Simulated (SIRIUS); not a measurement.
Set up this calculation in SIRIUS 7.10.0, as the native input.

```yaml
Task: single point
Functional: PBEsol
Potentials_or_basis: PseudoDojo 0.4.1 PBEsol standard (scalar relativistic)
Cutoff: 937 eV
Density_cutoff: 3749 eV
k_mesh: 7 × 7 × 7
Occupations: fermi-dirac, width 0.05 eV
Spin: no spin polarisation
Libxc_names: "[\"XC_GGA_X_PBE_SOL\", \"XC_GGA_C_PBE_SOL\"]"
Energy_tol: 1e-08 Ha
Density_tol: 1e-06
Mixer: anderson
Mixing_beta: 0.7
Max_scf: 100
Radial_cutoff_for_the_potentials'_integrals: 6.5 bohr
```

The system is SrCl2.

```
Sr Cl
1.0
     0.00000    3.48835    3.48835
     3.48835    0.00000    3.48835
     3.48835    3.48835    0.00000
Sr Cl
1 2
Cartesian
  0.0000 0.0000 0.0000
  5.2325 5.2325 5.2325
  1.7442 1.7442 1.7442
```

These files were run (other wordings do the same):

sirius.json

```json
{
  "control": {
    "processing_unit": "cpu",
    "verbosity": 2,
    "num_bands_to_print": 20,
    "print_forces": true,
    "print_stress": true
  },
  "parameters": {
    "electronic_structure_method": "pseudopotential",
    "xc_functionals": ["XC_GGA_X_PBE_SOL", "XC_GGA_C_PBE_SOL"],
    "gk_cutoff": 8.3,
    "pw_cutoff": 16.6,
    "ngridk": [7, 7, 7],
    "shiftk": [0, 0, 0],
    "smearing": "fermi_dirac",
    "smearing_width": 0.0018374661,
    "num_bands": 20,
    "num_mag_dims": 0,
    "num_dft_iter": 100,
    "energy_tol": 1e-08,
    "density_tol": 1e-06
  },
  "iterative_solver": {
    "type": "davidson",
    "min_tolerance": 1e-09,
    "tolerance_scale": [0.1, 0.25]
  },
  "mixer": {
    "type": "anderson",
    "beta": 0.7,
    "max_history": 8
  },
  "settings": {
    "tol_ne": 1e-10,
    "pseudo_grid_cutoff": 6.5
  },
  "unit_cell": {
    "lattice_vectors": [
      [0.0, 0.707106781187, 0.707106781187],
      [0.707106781187, 0.0, 0.707106781187],
      [0.707106781187, 0.707106781187, 0.0]
    ],
    "lattice_vectors_scale": 9.3225327521,
    "atom_coordinate_units": "lattice",
    "atom_types": ["Sr", "Cl"],
    "atom_files": {
      "Sr": "Sr.json",
      "Cl": "Cl.json"
    },
    "atoms": {
      "Sr": [
        [0.0, 0.0, 0.0]
      ],
      "Cl": [
        [0.75, 0.75, 0.75],
        [0.25, 0.25, 0.25]
      ]
    }
  }
}
```

Potentials or basis: PseudoDojo 0.4.1 PBEsol standard (scalar relativistic).

The run is started by

```sh
$ upf_to_json Sr.upf
$ upf_to_json Cl.upf
$ OMP_NUM_THREADS=1 sirius.scf --input=sirius.json --output=out.json --task=0
```

It gave:

```yaml
Pressure: -1.1 GPa
Band_gap_on_the_k_mesh: 5.18 eV
```

Caveat: an odd mesh through Γ misses points on the zone boundary, where band edges often lie.

Wall time 66 s on 1 thread of Arm Neoverse V1, with other jobs on the host, peak memory 0.45 GiB.
